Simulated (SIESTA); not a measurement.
The system is ZnS (Wurtzite-6H).

```
CELL_PARAMETERS angstrom
3.81200 0.00000 0.00000
-1.90600 3.30129 0.00000
0.00000 0.00000 18.68999
ATOMIC_POSITIONS crystal
Zn 0.33333 0.66667 0.83333
Zn 0.66667 0.33333 0.33333
Zn 0.66667 0.33333 0.66667
Zn 0.33333 0.66667 0.16667
Zn 0.00000 0.00000 0.50000
Zn 0.00000 0.00000 0.00000
S 0.33333 0.66667 0.95833
S 0.66667 0.33333 0.45833
S 0.66667 0.33333 0.79167
S 0.33333 0.66667 0.29167
S 0.00000 0.00000 0.62500
S 0.00000 0.00000 0.12500
```

```yaml
Program: SIESTA 5.4.2
Task: relaxation of cell and atoms
Functional: BP86
Potentials_or_basis: PseudoDojo 0.4 standard (PBE files)
Basis: DZP (energy shift 0.002 Ry)
Grid_cutoff: 800 Ry
Energy_shift: 0.002 Ry
k_mesh: 6 × 6 × 1
Occupations: fermi-dirac, width 0.05 eV
Spin: no spin polarisation
```

At the start: pressure 4.4 GPa; volume 19.60 Å³/atom.

Problem. Where does the relaxation end?

Solution. Over 7 steps the energy falls by 15.9 meV/atom and the volume is 20.79 Å³/atom (+6.1 %); space group P6_3mc (No. 186, to 0.05 Å).

The path:
| step | energy change (eV) | largest force (eV/Å) | pressure (GPa) | volume (Å³) |
| --- | --- | --- | --- | --- |
| 1 | 0.0000 | 0.0349 | 4.43 | 235.20 |
| 2 | -0.0125 | 0.0281 | 4.30 | 235.66 |
| 3 | -0.1856 | 0.1109 | 0.51 | 247.68 |
| 4 | -0.1892 | 0.0988 | 0.06 | 249.28 |
| 5 | -0.1898 | 0.0734 | -0.02 | 249.56 |
| 6 | -0.1904 | 0.0208 | -0.05 | 249.64 |
| 7 | -0.1905 | 0.0133 | -0.01 | 249.52 |

Final structure:
```
Zn S
1.0
     3.88842    0.00002    0.00000
    -1.94419    3.36748    0.00000
     0.00000    0.00000   19.05574
Zn S
6 6
Cartesian
  0.0000 2.2450 15.8779
  1.9442 1.1225 6.3501
  1.9442 1.1225 12.7019
  0.0000 2.2450 3.1740
  0.0000 0.0000 9.5290
  0.0000 0.0000 0.0011
  0.0000 2.2450 18.2613
  1.9442 1.1225 8.7334
  1.9442 1.1225 15.0847
  0.0000 2.2450 5.5568
  0.0000 0.0000 11.9142
  0.0000 0.0000 2.3863
```

Caveat: semicore shells carry a single zeta, which can move pressures by several GPa and volumes by a few percent; the potentials were made for another functional, which shifts forces and pressure; the basis of atomic orbitals isn't converged, which shifts pressures, moduli and gaps.
